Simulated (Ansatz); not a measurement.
# Tl: the cost of one run

Method: DFT LDA, scalar-relativistic, in Ansatz 0.2.0.

## (1) The system as given

Symmetry: P6_3/mmc, No. 194, hexagonal system. Conventional cell: a = 3.456 Å, b = 3.456 Å, c = 5.525 Å, α = 90.00°, β = 90.00°, γ = 120.00°. Tl (site symmetry -6m2) is surrounded by 12 Tl at 3.41 to 3.46 Å.

As a file:

```
Tl
1.0
     3.45600    0.00000    0.00000
    -1.72800    2.99298    0.00000
     0.00000    0.00000    5.52500
Tl
2
Direct
  0.33333 0.66667 0.25000
  0.66667 0.33333 0.75000
```

Atoms are numbered in the order of the input: Tl1, Tl2.

## (2) After the deformation

Space group P6_3/mmc before, P-1 after.

## (3) Full-potential LAPW

input.yaml

```yaml
crystal:
  lattice:
    - [3.4559983565, -0.0345599836, -0.0345599836]
    - [-1.757929002, 3.010262364, -0.0126498319]
    - [-0.05525, -0.05525, 5.525]
  atoms:
    - { symbol: Tl, position: [0.3333333333, 0.6666666667, 0.25] }
    - { symbol: Tl, position: [0.6666666667, 0.3333333333, 0.75] }
kpoints:
  mp_grid: { grid: [11, 11, 6] }
  band_path:
    path:
      - [0.0, 0.0, 0.0]
      - [0.0, 0.0, 0.5]
      - [-0.5, 0.5, 0.0]
      - [0.0, 0.0, 0.0]
      - [0.0, -0.5, 0.0]
      - [-0.5, 0.0, 0.5]
      - [0.0, 0.0, 0.0]
      - [-0.5, 0.0, 0.0]
      - [0.0, -0.5, 0.5]
    npoints: 5
scf:
  occupations: { method: fermi_dirac, width: 0.05 }
hamiltonian:
  xc: lda
  pseudopotentials: { kind: all_electron, lapw: { basis_error: 0.0005 } }
output:
  forces: true
  stress: true
  eigenvalues: true
```

Started as:

```console
ansatz run input.yaml --threads 1 --pin off --max-ram 3072MiB --backend cpu --events-out ev --progress --plain --runs-dir out
```

What time and memory should one allow on 1 thread of Intel Xeon 6975P-C (Granite Rapids), shared host?

About 64 s, with a peak of 1.2 GiB.
